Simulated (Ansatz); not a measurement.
Here is the system:

BaSnO$_{3}$:
Space group Pm-3m (No. 221); a = b = c = 4.176 Å, α = β = γ = 90.00°

```tsv
atom	site	symmetry	x	y	z
Ba	1b	m-3m	0.5000	0.5000	0.5000
Sn	1a	m-3m	0.0000	0.0000	0.0000
O	3d	4/mm.m	0.0000	0.0000	0.5000
```

This is the PBE-relaxed structure.

All from DFT-PBE in the program Ansatz with PAW potentials, unless another level is named. Estimate the smallest direct gap on the standard path.

0.97 eV.

And the band gap?

0.48 eV (indirect).

What about the weight of the valence-edge state by species (Voronoi cells)?

O 98 %.

What about the valence-band maximum?

at R.

The PBE relaxation kept the symmetry of its start. At this level the phase is dynamically unstable (imaginary phonons). Scalar-relativistic: spin–orbit coupling is off unless named, which matters more the heavier the elements.

Potentials: the later of the program's two PAW sets.
